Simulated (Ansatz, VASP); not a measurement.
**Two plane-wave programs on Se**

```
CELL_PARAMETERS angstrom
4.38401 0.00000 0.00000
-2.19201 3.79667 0.00000
0.00000 0.00000 4.98223
ATOMIC_POSITIONS crystal
Se 0.78300 0.78300 0.50000
Se 0.00000 0.21700 0.83333
Se 0.21700 0.00000 0.16667
```

Change from the starting cell: volume scaled by 1.02.

Alike in both runs: task single point; functional PBE; k mesh 7 × 7 × 6; occupations fermi-dirac, width 0.05 eV; no spin polarisation.

|  | VASP | Ansatz |
| --- | --- | --- |
| version | VASP 6.6.1 | Ansatz 0.2.0 |
| potentials or method | VASP PAW PBE potentials, release 64 (Se) | Ansatz PAW |
| plane-wave cutoff (eV) | 520 | 420 |
| valence electrons in the cell | 18 | 48 |

VASP gave:

```
gap on the k mesh at the Fermi level (eV)       : 1.14
least direct gap on the mesh (eV)               : 1.36
pressure (GPa)                                  : 4.4
largest component of the traceless stress (GPa) : 1.35
rms of the force components (eV/Å)              : 0.545
```

**Question.** What did Ansatz give for the same quantities?

**Answer.** gap on the k mesh at the Fermi level (eV): 1.15; least direct gap on the mesh (eV): 1.37; pressure (GPa): 4.2; largest component of the traceless stress (GPa): 1.29; rms of the force components (eV/Å): 0.522.

Atom by atom the forces differ by 0.023 eV/Å (rms over components). The functional is the same, so the differences come from potentials, cutoffs and numerics. The two sets of potentials don't hold the same shells in valence.

Caveats: an odd mesh through Γ misses points on the zone boundary, where band edges often lie (VASP); odd divisions of the mesh miss points on the zone boundary, where band edges often lie, so the gap on the mesh can be too wide (Ansatz).
